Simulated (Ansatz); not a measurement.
# GaSb: the cost of one run

Computed with Ansatz 0.2.0 (DFT PBE0, scalar-relativistic, plane waves, PAW, unless a step's input says otherwise).

## Step 1: Starting point

The structure is cubic, space group Fm-3m (No. 225). The conventional cell has a = 5.640 Å, b = 5.640 Å, c = 5.640 Å, α = 90.00°, β = 90.00°, γ = 90.00°. Around Ga (site symmetry m-3m) lie 6 Sb at 2.82 Å. Sb (site symmetry m-3m) is surrounded by 6 Ga at 2.82 Å.

Structure file:

```
CELL_PARAMETERS angstrom
0.00000 2.82000 2.82000
2.82000 0.00000 2.82000
2.82000 2.82000 0.00000
ATOMIC_POSITIONS crystal
Ga 0.00000 0.00000 0.00000
Sb 0.50000 0.50000 0.50000
```

This is a trial structure built by rule; it need not be a known or stable form of this composition.

This is a trial structure, the rocksalt prototype, and another one may lie lower.

## Step 2: Coarse point 1 of the search for the rest volume

Contents of input.yaml:

```yaml
crystal:
  lattice:
    - [0.0, 2.82, 2.82]
    - [2.82, 0.0, 2.82]
    - [2.82, 2.82, 0.0]
  atoms:
    - { symbol: Ga, position: [0.0, 0.0, 0.0] }
    - { symbol: Sb, position: [0.5, 0.5, 0.5] }
basis:
  ecutwfc: 420
kpoints:
  mp_grid: { grid: [6, 6, 6] }
hamiltonian:
  xc: pbe0
scf:
  occupations: { method: gaussian, width: 0.05 }
output:
  forces: true
  stress: true
  eigenvalues: true
```

Command:

```console
ansatz run input.yaml --threads 4 --pin off --max-ram 12288MiB --backend cpu --events-out ev --progress --plain --runs-dir out
```

Q: Estimate wall time and peak memory on 4 threads of Intel Xeon 6975P-C (Granite Rapids), shared host.

About 11 s, with a peak of 1.6 GiB.
